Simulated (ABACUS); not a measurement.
KCl (Sylvite):

```
K Cl
1.0
     0.00000    3.14647    3.14647
     3.14647    0.00000    3.14647
     3.14647    3.14647    0.00000
K Cl
1 1
Direct
  0.00000 0.00000 0.00000
  0.50000 0.50000 0.50000
```

- Program: ABACUS 3.10.1
- Task: relaxation of cell and atoms
- Functional: PBEsol
- Potentials or basis: GBRV ultrasoft 1.5 PBEsol
- Cutoff: 544 eV
- Density cutoff: 4354 eV
- Basis: plane waves
- k mesh: 6 × 6 × 6
- Occupations: fermi-dirac, width 0.05 eV
- Spin: no spin polarisation

At the start: pressure -1.1 GPa; volume 31.15 Å³/atom.

Problem. How do energy, volume and symmetry change on relaxing?

Solution. Over 3 steps the energy falls by 5.2 meV/atom and the volume is 29.65 Å³/atom (-4.8 %); space group Fm-3m (No. 225, to 0.05 Å).

The path:
```
step  energy change (eV)  largest force (eV/Å)  pressure (GPa)  volume (Å³)
   1              0.0000                0.0000           -1.06        62.30
   2             -0.0090                0.0000           -0.43        60.39
   3             -0.0105                0.0000           -0.01        59.29
```

Final structure:
```cif
data_structure
_symmetry_space_group_name_H-M 'P 1'
_symmetry_Int_Tables_number 1
_cell_length_a 4.3770
_cell_length_b 4.3770
_cell_length_c 4.3770
_cell_angle_alpha 60.000
_cell_angle_beta 60.000
_cell_angle_gamma 60.000
_cell_volume 59.29
loop_
_atom_site_label
_atom_site_type_symbol
_atom_site_fract_x
_atom_site_fract_y
_atom_site_fract_z
_atom_site_occupancy
K1 K 0.00000 0.00000 0.00000 1
Cl1 Cl 0.50000 0.50000 0.50000 1
```
